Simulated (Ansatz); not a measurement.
**How far is this ZnO from the hull?**

Level of theory: DFT PBE, scalar-relativistic, plane waves, PAW (Ansatz 0.2.0). Settings: cutoff 420 eV, Γ-centred meshes spaced at most about 0.3 Å⁻¹, and about 0.25 Å⁻¹ or finer for metals (2π included), Gaussian smearing. No spin polarisation.

Energies over the elements count from the elements' standard structures at the same level (O₂ as a molecule), with no fitted energy shifts.

All energies are static (0 K, no zero-point motion).

The competitors are the elements and 2 reference phases of this chemical system (from databases or known types: Zn5O12, ZnO), relaxed at the same level; other known phases may be missing.

The candidate was reached from: ordered vacancies on the anion sites of fluorite.

```xyz
4
Lattice="3.0284 0.0000 0.0000 0.0000 3.0284 0.0000 0.0000 0.0000 5.4071" Properties=species:S:1:pos:R:3 pbc="T T T"
Zn    0.0000    1.5142    0.0000
Zn    1.5142    0.0000    2.7036
O     1.5142    1.5142    1.3518
O     1.5142    1.5142    4.0553
```

Task: Where does it stand against these competitors?

Result: Not the lowest form: another structure of the same formula lies lower. Its formation energy is -1.104 eV/atom. The lowest competing phase at this composition is this:

```
phase       space group  source  share of atoms  ΔE_f (eV/atom)
  ZnO  P6_3mc (No. 186)     COD          1.0000          -1.424
```

The candidate lies 0.32 eV/atom above this phase. The candidate matches no cell in the subsets of the Crystallography Open Database and the Materials Project at hand. The margin is far too high for a likely synthesis.
